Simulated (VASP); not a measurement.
A run of VASP 6.6.1 is set up as follows.

INCAR

```
SYSTEM = ZnS
ALGO = Normal
EDIFF = 1E-6
ENCUT = 900
GGA = PS
ISIF = 2
ISMEAR = 0
LASPH = .True.
LCHARG = .False.
LREAL = .False.
LWAVE = .False.
NELM = 100
PREC = Accurate
SIGMA = 0.02
```

KPOINTS

```
k-points
0
Gamma
  10 10 10
  0 0 0
```

Contents of POSCAR:

```
ZnS
1.0
    0.0000000000      2.6804000000      2.6804000000
    2.6804000000      0.0000000000      2.6804000000
    2.6804000000      2.6804000000      0.0000000000
Zn S
1 1
Direct
    0.0000000000      0.0000000000      0.0000000000
    0.7500000000      0.7500000000      0.7500000000
```

Potentials or basis: VASP PAW PBE potentials, release 64 (Zn, S_h).

Command:

```sh
$ cat potpaw_PBE.64/Zn/POTCAR potpaw_PBE.64/S_h/POTCAR > POTCAR
$ mpirun -np 1 vasp_std > vasp.out
```

(1) Estimate the pressure.

(2) Predict the band gap on the k mesh.

Answers

(1) 0.1 GPa.

(2) 2.08 eV, direct.

Caveat: the PAW data sets were made with another functional, which shifts forces and pressure a little.

**The experiment to reproduce.**

“Electronic, vibrational, and thermodynamic properties of ZnS (zincblende and rocksalt structure)”, 2009, arxiv:0911.5022 quotes, for a bulk crystal of ZnS at 19 K: band gap 3.85 eV (direct).

Measured gap of ZnS: 3.85 eV (direct; 19 K; quoted in “Electronic, vibrational, and thermodynamic properties of ZnS (zincblende and rocksalt structure)”, 2009, arxiv:0911.5022). This calculation gives 2.08 eV (-1.77 eV). The value is that of PBEsol, without temperature or zero-point motion. Semilocal functionals fall short of measured gaps as a rule. The cell is a database's relaxed one, not the measured one, which moves gaps too.
